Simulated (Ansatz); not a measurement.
# Co: the crystal squeezed far

Aim: compress Co (sc type) step by step, far beyond the usual range, and follow pressure and electronic structure. The runs shown use PAW. Its runs: cell relaxed at zero pressure (PAW); volume scaled by 1 (PAW); volume scaled by 0.92 (PAW); volume scaled by 0.84 (PAW); volume scaled by 0.76 (PAW); volume scaled by 0.68 (PAW); volume scaled by 0.6 (PAW); volume scaled by 0.52 (PAW); volume scaled by 0.45 (PAW and PAW (level accurate)).

Program: Ansatz 0.2.0. Level of theory: DFT PBE, with the methods named in each step. These are calculated values, not measurements.

## (1) Starting point

Symmetry: Pm-3m, No. 221, cubic system. The conventional cell has a = 2.271 Å, b = 2.271 Å, c = 2.271 Å, α = 90.00°, β = 90.00°, γ = 90.00°. Co (site symmetry m-3m) has 6 Co at 2.27 Å as nearest neighbours.

Coordinates:

```
CELL_PARAMETERS angstrom
2.27093 0.00000 0.00000
0.00000 2.27093 0.00000
0.00000 0.00000 2.27093
ATOMIC_POSITIONS crystal
Co 0.00000 0.00000 0.00000
```

Whether this phase is the stable one at these pressures isn't tested.

## (2) Cell relaxed at zero pressure, PAW

Contents of input.yaml:

```yaml
crystal:
  lattice:
    - [2.2709335238, 0.0, 0.0]
    - [0.0, 2.2709335238, 0.0]
    - [0.0, 0.0, 2.2709335238]
  atoms:
    - { symbol: Co, position: [0.0, 0.0, 0.0], spin: 1.7 }
magnetization:
  spin_polarized: true
kpoints:
  mp_grid: { grid: [17, 17, 17] }
scf:
  occupations: { method: fermi_dirac, width: 0.05 }
hamiltonian:
  xc: pbe
  pseudopotentials: { kind: paw }
output:
  forces: true
  stress: true
relax:
  f_tol: 0.005
  max_steps: 40
  cell: {}
```

Started as:

```
$ ansatz run input.yaml --threads 1 --pin off --max-ram 3072MiB --backend cpu --events-out ev --progress --plain --runs-dir out
```

Further steps of the session: Volume scaled by 1, PAW; Volume scaled by 0.92, PAW; Volume scaled by 0.84, PAW; Volume scaled by 0.76, PAW; Volume scaled by 0.68, PAW; Volume scaled by 0.6, PAW; Volume scaled by 0.52, PAW; Volume scaled by 0.45, PAW; Volume scaled by 0.45, PAW (level accurate).

Before running it: what results should come out? Wanted: PAW pressure at 0.45 of the volume; PAW; fitted bulk modulus at zero pressure.

As calculated:

| quantity | value |
| --- | --- |
| PAW pressure at 0.45 of the volume | 682.0 GPa |
| PAW (level accurate) pressure at 0.45 of the volume | 682.5 GPa |
| fitted bulk modulus at zero pressure (PAW) | 135 GPa |
| its pressure derivative | 4.52 |

**Reading.** At 0.45 of the starting volume PAW gives 682 GPa. A third-order Birch-Murnaghan curve fits the range only roughly (B₀ = 135 GPa, B′ = 4.52, misfit at most 3.38 GPa). A fit over so wide a range leans to the high pressures, so B₀ can be off by several per cent. The largest moment goes from 1.90 to 0.00 μB: compression widens the bands and quenches it. No all-electron run checks these rows here, and frozen cores can fail under such compression. The ions are at rest, and the electrons smeared by 0.05 eV. The magnetic state is the one reached from the start moments in this cell; it needn't be the ground state.
